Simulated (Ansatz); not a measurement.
**ZrC: competing structures**

Level of theory: DFT r2SCAN, scalar-relativistic, plane waves, PAW (Ansatz 0.2.0). Settings: cutoff 500 eV, Γ-centred meshes no coarser than 0.19 Å⁻¹ for metals and 0.3 Å⁻¹ for insulators (2π included), Gaussian smearing.

These are static lattice energies at zero pressure. The comparison covers the computed candidates alone. For metals, differences of a few meV/atom aren't resolved. No run is spin-polarised.

```csv
#,started from,space group,atoms,V (Å³/atom),ΔE (meV/atom),gap on mesh (eV)
1,database cell,Fm-3m (No. 225),2,13.1,0,0.00
2,database cell,P6_3/mmc (No. 194),4,13.0,201,0.00
3,"CrB type, changed",Cmcm (No. 63),4,13.8,485,0.00
```

The lowest structure: Space group Fm-3m (No. 225), cubic, a = 4.711 Å. Zr is coordinated by 6 C at 2.36 Å; C is coordinated by 6 Zr at 2.36 Å. Its energy against the elements is -1.00 eV/atom. Formation energies are uncorrected and refer to the lowest elemental structures computed at the same level.

Space group Fm-3m (No. 225). a = 4.711 Å, b = 4.711 Å, c = 4.711 Å, α = 90.00°, β = 90.00°, γ = 90.00°
```json
{"atom": "Zr", "site": "4a", "symmetry": "m-3m", "x": "0.0000", "y": "0.0000", "z": "0.0000"}
{"atom": "C", "site": "4b", "symmetry": "m-3m", "x": "0.5000", "y": "0.0000", "z": "0.0000"}
```

The second: Space group P6_3/mmc (No. 194), hexagonal, a = 3.365 Å, c = 5.321 Å. Around Zr lie 6 C at 2.35 Å; around C lie 6 Zr at 2.35 Å and 2 C at 2.66 Å.